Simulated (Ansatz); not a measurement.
A (111) slab of W (Fm-3m (No. 225)), 5 planes, outer planes W (top) and W (bottom), with 5 atoms (W5) in a surface cell of A = 7.057 Å², as cut from the bulk:

```
W
1.0
     2.85459    0.00000    0.00000
    -1.42730    2.47215    0.00000
     0.00000    0.00000   24.32307
W
5
Direct
  0.66667 0.33333 0.30835
  0.33333 0.66667 0.40417
  0.00000 0.00000 0.50000
  0.66667 0.33333 0.59583
  0.33333 0.66667 0.69165
```

Level of theory: DFT PBE, scalar-relativistic, plane waves, PAW in Ansatz 0.2.0. Settings: cutoff 420 eV, Γ-centred mesh 12×12×1 on the computed 5-atom cell, Gaussian smearing of 0.10 eV; no spin polarisation. The cell repeats along c with a dipole correction in the vacuum.

Against the same 5 atoms in the bulk, the slab as cut lies 2.351 eV higher and the relaxed slab 2.343 eV higher.

Question: Work out the surface energy before and after relaxation.

Answer: The slab has two faces, so γ = (E_slab − N·E_bulk)/(2A), the mean of both. As cut: 2.351/(2 × 7.057) = 0.1666 eV/Å², and 1 eV/Å² = 16.02 J/m², so γ = 2.67 J/m². Relaxed: 2.343/(2 × 7.057) = 0.1660 eV/Å² = 2.66 J/m². Relaxation recovers 0.3 % of the cost of cutting.

Question: A cut through this plane breaks about 3 nearest-neighbour bonds a surface cell. What does each broken bond cost, before relaxation?

Answer: One cut makes two faces and costs 2γA = 2.351 eV, shared by 3 bonds: 0.78 eV a bond. In a metal this is less than the cohesive energy a bond, since the bonds that remain at the surface strengthen.

Question: What is the ideal work of this cut, per area?

Answer: Griffith's ideal work is 2γ: 5.34 J/m² if the new faces stay rigid, 5.32 J/m² if they relax. One thickness was run, 5 planes, so γ can still shift with it.

The reference crystal is the fcc form of W, which isn't its usual structure.